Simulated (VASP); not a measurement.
The system is As.

```
As
1.0
     1.88080    1.08588    3.51406
    -1.88080    1.08588    3.51406
     0.00000   -2.17176    3.51406
As
2
Direct
  0.22600 0.22600 0.22600
  0.77400 0.77400 0.77400
```

* Program: VASP 6.6.1
* Task: single point
* Functional: PBE
* Potentials or basis: VASP PAW PBE potentials, release 64 (As)
* Cutoff: 520 eV
* k mesh: 9 × 9 × 9
* Occupations: fermi-dirac, width 0.05 eV
* Spin: no spin polarisation

On this cell: pressure 4.0 GPa; largest force 0.489 eV/Å; band gap on the k mesh none (metal or under the smearing width).

The same run follows on a disturbed copy (atoms moved at random, drawn with an rms of 0.05 Å):

```
As
1.0
     1.88080    1.08588    3.51406
    -1.88080    1.08588    3.51406
     0.00000   -2.17176    3.51406
As
2
Direct
  0.21182 0.22474 0.23282
  0.77552 0.77550 0.76813
```

Q: What changes?

A: The energy (extrapolated to zero smearing) moves by +10.3 meV/atom; pressure 4.7 GPa; largest force 0.779 eV/Å; band gap on the k mesh none (metal or under the smearing width).

Forces in eV/Å, atoms in the order of the input:
```
As   0.133  0.299  0.707
As  -0.133 -0.299 -0.707
```

Stress tensor (GPa, compression positive):
```
 4.25 -0.25  0.64
-0.25  5.50  1.37
 0.64  1.37  4.21
```
